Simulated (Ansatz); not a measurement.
The reference is LaAlO3 (space group R-3c, No. 167; a = 5.3670 Å, c = 13.1080 Å (hexagonal axes)). Axes: x lies along a and z along c of the hexagonal cell.

All numbers come from r2SCAN in Ansatz (plane waves to 500 eV, PAW, scalar-relativistic without spin-orbit coupling), earlier PAW set.

Before the change:

The band gap is 4.38 eV.

It is then changed as follows: the cell is stretched by 2.24 % along x with no lateral relaxation, atoms relaxed at fixed cell.

### Question
What happens to the stress?

### Answer
The stress (xx, yy, zz, yz, xz, xy; compression positive) amounts to (-7.96, -2.85, -1.70, -0.74, 0.00, 0.00) GPa.

### Question
What happens to the band gap?

### Answer
The band gap falls by 0.17 eV to 4.21 eV.

### Question
Predict the new largest internal atomic displacement.

### Answer
The largest internal atomic displacement comes out as 0.099 Å.

The cells carry an imposed strain or load. Stability against distortions was not tested.

Ansatz is an electronic-structure program.
